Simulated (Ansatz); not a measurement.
## Response of Mo to small distortions

```
CELL_PARAMETERS angstrom
-1.57100 1.57100 1.57100
1.57100 -1.57100 1.57100
1.57100 1.57100 -1.57100
ATOMIC_POSITIONS crystal
Mo 0.00000 0.00000 0.00000
```

Conventional cell: a = 3.142 Å, b = 3.142 Å, c = 3.142 Å, α = 90.00°, β = 90.00°, γ = 90.00°. Mo (atom 1) is surrounded by 8 Mo at 2.72 Å.

The cell is COD entry 9011605, as deposited and not checked against the literature; nothing was relaxed. It is an old determination, and later ones may differ.

Level of theory: DFT, PBE, all-electron LAPW, scalar-relativistic (Ansatz 0.2.0).

The runs use a Γ-centred 16×16×16 k mesh, Fermi–Dirac smearing of 0.05 eV, basis error target 1 meV/atom, no spin polarisation.

The unchanged cell is at 4.64 GPa.

In a metal, stresses and small energies carry noise from the k mesh.

x, y and z are the Cartesian axes of the cell as listed; fractional coordinates follow a strain, and an engineering shear is twice the off-diagonal strain component.

Q: With this change (z strained by +4 % at fixed volume), what becomes of the energy and stress?

A: Energy change +35 meV/atom; stress change (xx, yy, zz, yz, xz, xy) 6.45, 6.45, -11.35, 0.00, 0.00, 0.00 GPa, compression positive.

With xy engineering shear strain of -2 %: energy change +2 meV/atom; stress change (xx, yy, zz, yz, xz, xy) 0.05, 0.05, 0.12, 0.00, 0.00, 2.24 GPa, compression positive.
